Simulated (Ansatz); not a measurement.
The system is TaS2.

```
CELL_PARAMETERS angstrom
3.35000 0.00000 0.00000
-1.67500 2.90119 0.00000
0.00000 0.00000 5.86000
ATOMIC_POSITIONS crystal
Ta 0.00000 0.00000 0.00000
S 0.66667 0.33333 0.75000
S 0.33333 0.66667 0.25000
```

A run of Ansatz 0.2.0 on this cell left the log below. Logs are shortened: lines on timing, memory, paths and dates and some standing lists are left out, and cuts for length are marked.

```text
Warning: RAYON_NUM_THREADS=2 ignored (pool sized by the plan → 2); use --threads N
Engine: ansatz 0.2.0, x86_64-unknown-linux-gnu
Pseudopotentials: kind: paw
Pseudopotential: Ta, paw, valence charge 13, recommended cutoff 420 eV (normal), Ta.paw.azcp
Pseudopotential: S, paw, valence charge 6, recommended cutoff 420 eV (normal), S.paw.azcp
Functional definition: SPW92
  exchange = slater_x
  correlation = pw_c
Crystal: 3 atoms, lattice volume = 56.953 Å³
Basis set: ecut = 420 eV, 1135 PW (Γ)
Bands: 17, of which v1, the nominal top of the filled ones, is band 13 counted from 1 (12 counted from 0)
Symmetry: 12 space group operations
Space group: P-3m1 (ITA 164), of the structure as read, at distance tolerance 3.8e-5 Å
k-points: 50 of 405
Non-local potential: Ta, projectors of the file, l = 0: 3, l = 1: 2, l = 2: 2, l = 3: 1
Non-local potential: S, projectors of the file, l = 0: 2, l = 1: 2, l = 2: 2
PAW form: soft (Blöchl's): semilocal exchange-correlation on the pseudo side does not see the compensation charge
PAW frozen core: Ta, regenerated for the run's functional, and the local potential with it (the file was generated under x = pbe(κ = 0.804, μ = 0.2195149727645171), c = pbe(β = 0.06672455060314922))
PAW frozen core: S, regenerated for the run's functional, and the local potential with it (the file was generated under x = pbe(κ = 0.804, μ = 0.2195149727645171), c = pbe(β = 0.06672455060314922))
PAW one-centre angular grid: Ta, 590 points (default); XC on 64 Gauss nodes
PAW one-centre angular grid: S, 110 points (default); XC on 64 Gauss nodes
Initial density: superposition of atomic densities (neutral atoms: chi_scale 0, normalization atom), corrected by the library's trained network
Initial wavefunctions: pseudopotential atomic-orbital guess
Functional: x = slater, c = lda
SCF iter   1: F=—  HF=-11424.939322 eV  |F-HF|=—  |Δ(HF+E_count)|=         —  Δρ=7.95e-3  dr2=6.02e-2  ethr=1.77e-3  ⟨swp⟩=5.8  Hψ=4777  notcnv=0
preconditioner: auto → LDOS  [metal: Δε(μ)=0.004 eV  Ē_g=8.834 eV  σ=0.050 eV  W_gap=0.04  n_scr=10 (ndim 8)  ℏωp=20.3 eV  f_vac=0.012  D(μ)=2.49/eV (n_scr^D=22)  β→1.0]
SCF iter   2: F=—  HF=-11424.928881 eV  |F-HF|=—  |Δ(HF+E_count)|=   1.04e-2  Δρ=3.16e-3  dr2=6.14e-3  ethr=2.41e-4  ⟨swp⟩=2.0  Hψ=1437  notcnv=0  defer=12
preconditioner: auto → Kerker (q_TF=auto, 2.378 Å⁻¹)  [metal: Δε(μ)=0.013 eV  Ē_g=8.893 eV  σ=0.050 eV  W_gap=0.15  n_scr=10 (ndim 8)  ℏωp=20.3 eV  f_vac=0.009  D(μ)=2.67/eV (n_scr^D=22)  β→0.5]
SCF iter   3: F=—  HF=-11424.927627 eV  |F-HF|=—  |Δ(HF+E_count)|=   1.25e-3  Δρ=1.02e-3  dr2=4.76e-4  ethr=2.46e-5  ⟨swp⟩=2.3  Hψ=1044  notcnv=0  defer=12
SCF iter   4: F=—  HF=-11424.927518 eV  |F-HF|=—  |Δ(HF+E_count)|=   1.10e-4  Δρ=1.28e-4  dr2=1.83e-5  ethr=1.90e-6  ⟨swp⟩=2.4  Hψ=1148  notcnv=0  defer=12
SCF iter   5: F=—  HF=-11424.927515 eV  |F-HF|=—  |Δ(HF+E_count)|=   2.38e-6  Δρ=3.71e-5  dr2=2.62e-6  ethr=7.33e-8  ⟨swp⟩=2.3  Hψ=1192  notcnv=0  defer=12
SCF iter   6: F=—  HF=-11424.927515 eV  |F-HF|=—  |Δ(HF+E_count)|=   4.01e-7  Δρ=1.12e-5  dr2=1.60e-7  ethr=1.05e-8  ⟨swp⟩=2.5  Hψ=1135  notcnv=0  defer=12
SCF iter   7: F=-11424.927515 eV  HF=-11424.927515 eV  |F-HF|=7.86e-10  |Δ(HF+E_count)|=   2.31e-8  Δρ=2.07e-6  dr2=4.55e-9  ethr=4.00e-10  ⟨swp⟩=6.4  Hψ=3278  notcnv=0
SCF 1 converged in 7 iterations: F = -11424.927515 eV  dr2 = 4.55e-9
  greatest PAW one-centre occupation: 1.000 electrons in one spin orbital (limit 2), on the Ta atom at site 0 (counted from 0), in its partial waves of l = 0
SCF converged after 7 iterations
Free energy (F): -11424.927515 eV
Harris-Foulkes:  -11424.927515 eV  (|F-HF|=7.86e-10)
Internal energy: -11424.924180 eV  (E = F + TS)
E sigma→0 (E₀):  -11424.925847 eV
Entropy (-TS):   -0.003335 eV (-1.112 meV/atom)
Fermi energy:    10.375142 eV
--- Per-component energies (eV) ---
  E_band       = -191.729176
  E_kinetic    = 584.063034
  E_local      = -1425.762706  (includes V_loc(G=0)·N_el)
  E_nonlocal   = 79.340368
  E_hartree    = 540.878433
  E_xc         = -410.970339
  E_vxc        = -381.600806  (∫ρ·V_xc dr)
  E_paw        = -9286.828490  (= ΣΔE_a)
  E_vpaw       = -129.524525  (= ΣTr[D̂ρ^β])
  E_aug_tail   = 0.000128  (compensation charges beyond the density's cutoff)
  E_ewald      = -1506.209906
  E_core_change = 0.565298  (= ΣΔE_core)
  E_smearing   = -0.003335  (= −TS)
  E_closure    = 0.000000  (closes the sum)
  Σ components = -11424.927515   (vs F -11424.927515, Δ=0.00e0)
--- Forces (eV/Å), atoms counted from 1 ---
  atom   1  Ta    -0.00000000     0.00000000     0.00000000
  atom   2  S     -0.00000000    -0.00000000    -0.78236922
  atom   3  S      0.00000000     0.00000000     0.78236922
  max |Σ_I F_I| component: 2.22e-16 eV/Å
--- Stress (GPa, compression-positive) ---
       -0.281124      -0.000000       0.000000
       -0.000000      -0.281124       0.000000
        0.000000       0.000000       4.828905
  P = ⅓ Tr σ = 1.4222 GPa (14.222 kbar)
--- Band table (eV; the first three rows and the last of 50) ---
  k-point 0: bands = ["-58.2597", "-24.7680", "-24.7354", "-24.7354", "-4.6768", "-2.5675", "3.4145", "6.1572", "6.1572", "9.1255", "9.6692", "9.6692", "10.3834", "10.3834", "10.6215", "14.4844", "14.4844"]
  k-point 1: bands = ["-58.2597", "-24.7680", "-24.7354", "-24.7354", "-4.5970", "-2.7345", "3.7651", "6.1669", "6.1669", "8.2529", "9.6195", "9.6195", "10.3734", "10.3734", "11.1512", "14.6255", "14.6255"]
  k-point 2: bands = ["-58.2597", "-24.7681", "-24.7354", "-24.7354", "-4.4374", "-3.0245", "4.5171", "6.1829", "6.1829", "7.0591", "9.5422", "9.5422", "10.3566", "10.3566", "11.5755", "14.8679", "14.8679"]
  k-point 49: bands = ["-58.2447", "-24.9479", "-24.9479", "-24.7001", "-2.4723", "-2.4723", "4.8374", "4.8374", "4.9029", "6.7021", "6.8802", "6.8802", "11.5849", "11.8689", "11.8689", "15.3658", "15.3658"]
```

Task: What input gives this log?

Result: Single point with LDA, no spin polarisation. The files as run (others can give the same):

input.yaml
```yaml
crystal:
  lattice:
    - [3.35, 0.0, 0.0]
    - [-1.675, 2.9011851027, 0.0]
    - [0.0, 0.0, 5.86]
  atoms:
    - { symbol: Ta, position: [0.0, 0.0, 0.0] }
    - { symbol: S, position: [0.6666666667, 0.3333333333, 0.75] }
    - { symbol: S, position: [0.3333333333, 0.6666666667, 0.25] }
hamiltonian:
  xc: lda
  pseudopotentials: { kind: paw }
kpoints:
  mp_grid: { grid: [9, 9, 5] }
scf:
  occupations: { method: gaussian, width: 0.05 }
output:
  forces: true
  stress: true
  eigenvalues: true
```

Potentials or basis: Ansatz PAW.
Command:
```bash
$ ansatz run input.yaml --threads 2 --pin off --max-ram 5632MiB --backend cpu --events-out ev --progress --plain --runs-dir out
```

Caveat: the PAW data sets come from PBE, with cores solved anew for the run's functional, which leaves a small shift of forces and pressure.
